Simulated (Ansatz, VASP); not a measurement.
PbS: VASP beside Ansatz

The input INCAR:

```
SYSTEM = PbS
ALGO     = Normal         ! electronic algorithm
EDIFF    = 1E-6           ! SCF threshold, eV
EDIFFG   = -0.01          ! ionic threshold
ENCUT    = 600            ! plane-wave cutoff, eV
GGA      = RE             ! functional
IBRION   = 2              ! ionic algorithm
ISIF     = 3              ! what is computed and relaxed
ISMEAR   = -1             ! smearing method
LASPH    = .TRUE.         ! aspherical terms in the spheres
LCHARG   = .FALSE.        ! write CHGCAR
LREAL    = .FALSE.        ! projectors in reciprocal space
LWAVE    = .FALSE.        ! write WAVECAR
NELM     = 60             ! most SCF steps
NSW      = 60             ! ionic steps
PREC     = Accurate       ! precision mode
SIGMA    = 0.05           ! smearing width, eV
```

Contents of KPOINTS:

```
k-points
0
G
  7 7 7
  0 0 0
```

The input POSCAR:

```
PbS
1.0
    3.6536590000      0.0000000000      0.0000000000
    0.0000000000      3.6536590000      0.0000000000
    0.0000000000      0.0000000000      3.6536590000
Pb S
1 1
Direct
    0.0000000000      0.0000000000      0.0000000000
    0.5000000000      0.5000000000      0.5000000000
```

The input input.yaml:

```yaml
crystal:
  lattice:
    - [3.653659, 0.0, 0.0]
    - [0.0, 3.653659, 0.0]
    - [0.0, 0.0, 3.653659]
  atoms:
    - { symbol: Pb, position: [0.0, 0.0, 0.0] }
    - { symbol: S, position: [0.5, 0.5, 0.5] }
hamiltonian:
  xc: revpbe
  pseudopotentials: { kind: paw }
kpoints:
  mp_grid: { grid: [7, 7, 7] }
scf:
  occupations: { method: fermi_dirac, width: 0.05 }
output:
  forces: true
  stress: true
  eigenvalues: true
  write_density: true
  write_potential: true
  elf: true
  volumetric_format: npy
relax:
  f_tol: 0.01
  max_steps: 40
  cell: { stress_tol: 0.05 }
```

Measurements of this composition are mostly on another form, of space group No. 225.

Alike in both runs: task relaxation of cell and atoms; functional revPBE; k mesh 7 × 7 × 7; occupations fermi-dirac, width 0.05 eV; no spin polarisation.

|  | VASP | Ansatz |
| --- | --- | --- |
| version | VASP 6.6.1 | Ansatz 0.2.0 |
| potentials or method | VASP PAW PBE potentials, release 64 (Pb_d, S) | Ansatz PAW |
| plane-wave cutoff (eV) | 600 | 420 |
| valence electrons in the cell | 20 | 20 |

Ansatz gave:

```
gap on the k mesh at the Fermi level, each at its own relaxed structure (eV) : 0.22
relaxed volume (Å³/atom)                                                     : 25.09
relaxed cell length with the largest relative difference (Å)                 : 3.688
energy change over the relaxation (meV/atom)                                 : -3
```

Problem. What did VASP give for the same quantities?

Solution. gap on the k mesh at the Fermi level, each at its own relaxed structure (eV): 0.22; relaxed volume (Å³/atom): 25.06; relaxed cell length with the largest relative difference (Å): 3.687; energy change over the relaxation (meV/atom): -3.

Caveats: the PAW data sets were made with another functional, which shifts forces and pressure a little (VASP); spin-orbit coupling is left out, which as a rule narrows the gap of such compounds by several tenths of an eV (VASP); an odd mesh through Γ misses points on the zone boundary, where band edges often lie (VASP); the plane-wave basis is chosen anew once the cell has moved, so the energies of steps on either side of that aren't comparable (Ansatz); the PAW data sets come from PBE, with cores solved anew for the run's functional, which leaves a small shift of forces and pressure (Ansatz).
